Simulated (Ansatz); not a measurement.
Method: DFT r2SCAN, scalar-relativistic, plane waves, PAW (Ansatz 0.2.0). All cells share a 500 eV cutoff and Γ-centred k meshes spaced at most 0.3 Å⁻¹ (0.19 for metals, 2π included).

All energies are static (0 K, no zero-point motion). The comparison covers the computed candidates alone. The k mesh leaves about 4 meV/atom of noise in metals. No run is spin-polarised.

(1) Which of these relaxed structures of NbAs is the lowest in energy?
A.

```cif
data_structure
_symmetry_space_group_name_H-M 'I4_1md'
_symmetry_Int_Tables_number 109
_cell_length_a 3.4575
_cell_length_b 3.4575
_cell_length_c 11.7684
_cell_angle_alpha 90.000
_cell_angle_beta 90.000
_cell_angle_gamma 90.000
_cell_volume 140.68
loop_
_atom_site_label
_atom_site_type_symbol
_atom_site_symmetry_multiplicity
_atom_site_Wyckoff_symbol
_atom_site_fract_x
_atom_site_fract_y
_atom_site_fract_z
_atom_site_occupancy
Nb1 Nb 4 a 0.00000 0.00000 0.24914 1
As1 As 4 a 0.50000 0.50000 0.16686 1
```

B.

```cif
data_structure
_symmetry_space_group_name_H-M 'F-43m'
_symmetry_Int_Tables_number 216
_cell_length_a 5.7865
_cell_length_b 5.7865
_cell_length_c 5.7865
_cell_angle_alpha 90.000
_cell_angle_beta 90.000
_cell_angle_gamma 90.000
_cell_volume 193.75
loop_
_atom_site_label
_atom_site_type_symbol
_atom_site_symmetry_multiplicity
_atom_site_Wyckoff_symbol
_atom_site_fract_x
_atom_site_fract_y
_atom_site_fract_z
_atom_site_occupancy
Nb1 Nb 4 a 0.00000 0.00000 0.00000 1
As1 As 4 c 0.25000 0.25000 0.25000 1
```

C.

```cif
data_structure
_symmetry_space_group_name_H-M 'Fm-3m'
_symmetry_Int_Tables_number 225
_cell_length_a 5.2582
_cell_length_b 5.2582
_cell_length_c 5.2582
_cell_angle_alpha 90.000
_cell_angle_beta 90.000
_cell_angle_gamma 90.000
_cell_volume 145.38
loop_
_atom_site_label
_atom_site_type_symbol
_atom_site_symmetry_multiplicity
_atom_site_Wyckoff_symbol
_atom_site_fract_x
_atom_site_fract_y
_atom_site_fract_z
_atom_site_occupancy
Nb1 Nb 4 a 0.00000 0.00000 0.00000 1
As1 As 4 b 0.50000 0.00000 0.00000 1
```

Results:

(1) A. The I4_1md (No. 109) one; the nearest of the others lies 457 meV/atom higher.